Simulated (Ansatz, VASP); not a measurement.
## Zn: VASP beside Ansatz

Contents of INCAR:

```
ALGO = Fast ; EDIFF = 1E-7
ENCUT = 520 ; GGA = PE
ISIF = 2 ; ISMEAR = -1
LASPH = T ; LCHARG = F
LREAL = F ; LWAVE = F
NBANDS = 12 ; NELM = 80
PREC = Accurate ; SIGMA = 0.05
```

KPOINTS

```
k-points
0
Gamma
  12 12 12
```

Contents of POSCAR:

```
Zn
1.0
   -0.0196477600      1.9647760000      1.9647760000
    1.9647760000     -0.0196477600      1.9647760000
    1.9451282400      1.9451282400      0.0000000000
Zn
1
Direct
    0.0000000000      0.0000000000      0.0000000000
```

Contents of input.yaml:

```yaml
crystal:
  lattice:
    - [-0.01964776, 1.964776, 1.964776]
    - [1.964776, -0.01964776, 1.964776]
    - [1.94512824, 1.94512824, 0.0]
  atoms:
    - { symbol: Zn, position: [0.0, 0.0, 0.0] }
hamiltonian:
  xc: pbe
  pseudopotentials: { kind: paw }
kpoints:
  mp_grid: { grid: [12, 12, 12] }
scf:
  occupations: { method: fermi_dirac, width: 0.05 }
output:
  forces: true
  stress: true
  eigenvalues: true
```

Change from the starting cell: strain = -0.02.

Alike in both runs: task single point; functional PBE; k mesh 12 × 12 × 12; occupations fermi-dirac, width 0.05 eV; no spin polarisation.

|  | VASP | Ansatz |
| --- | --- | --- |
| version | VASP 6.6.1 | Ansatz 0.2.0 |
| potentials or method | VASP PAW PBE potentials, release 64 (Zn) | Ansatz PAW |
| plane-wave cutoff (eV) | 520 | 420 |
| valence electrons in the cell | 12 | 12 |

|  | VASP | Ansatz | Ansatz less VASP |
| --- | --- | --- | --- |
| gap on the k mesh at the Fermi level (eV) | none | none | - |
| pressure (GPa) | 0.2 | -0.1 | -0.29 |
| largest component of the traceless stress (GPa) | 0.87 | 0.89 | +0.015 |

A gap of «none» marks a metal or a gap that the smearing closes.
